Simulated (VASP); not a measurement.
Crystal: KCl (Sylvite).

```
K Cl
1.0
     0.00000    3.14647    3.14647
     3.14647    0.00000    3.14647
     3.14647    3.14647    0.00000
K Cl
1 1
Direct
  0.00000 0.00000 0.00000
  0.50000 0.50000 0.50000
```

| Quantity | Value |
| --- | --- |
| Program | VASP 6.6.1 |
| Task | relaxation of cell and atoms |
| Functional | B3LYP |
| Dispersion | D3(BJ) |
| Potentials or basis | VASP PAW PBE potentials, release 64 (K_sv, Cl) |
| Cutoff | 600 eV |
| k mesh | 4 × 4 × 4 |
| Occupations | fermi-dirac, width 0.02 eV |
| Spin | no spin polarisation |

At the start: pressure -1.0 GPa; volume 31.15 Å³/atom.

Question: How do energy, volume and symmetry change on relaxing?

Answer: Over 3 steps the energy falls by 4.5 meV/atom and the volume is 29.64 Å³/atom (-4.9 %); space group Fm-3m (No. 225, to 0.05 Å).

The path:
```tsv
step	energy change (eV)	largest force (eV/Å)	pressure (GPa)	volume (Å³)
1	0.0000	0.0000	-0.95	62.30
2	-0.0072	0.0000	-0.45	60.65
3	-0.0090	0.0000	0.03	59.27
```

Final structure:
```cif
data_structure
_symmetry_space_group_name_H-M 'P 1'
_symmetry_Int_Tables_number 1
_cell_length_a 4.3765
_cell_length_b 4.3765
_cell_length_c 4.3765
_cell_angle_alpha 60.000
_cell_angle_beta 60.000
_cell_angle_gamma 60.000
_cell_volume 59.27
loop_
_atom_site_label
_atom_site_type_symbol
_atom_site_fract_x
_atom_site_fract_y
_atom_site_fract_z
_atom_site_occupancy
K1 K 0.00000 0.00000 0.00000 1
Cl1 Cl 0.50000 0.50000 0.50000 1
```

Caveat: the k mesh is coarse (spacing up to 0.43 Å⁻¹), so the values aren't converged, least of all with exact exchange; the PAW data sets were made with another functional, which shifts forces and pressure a little.
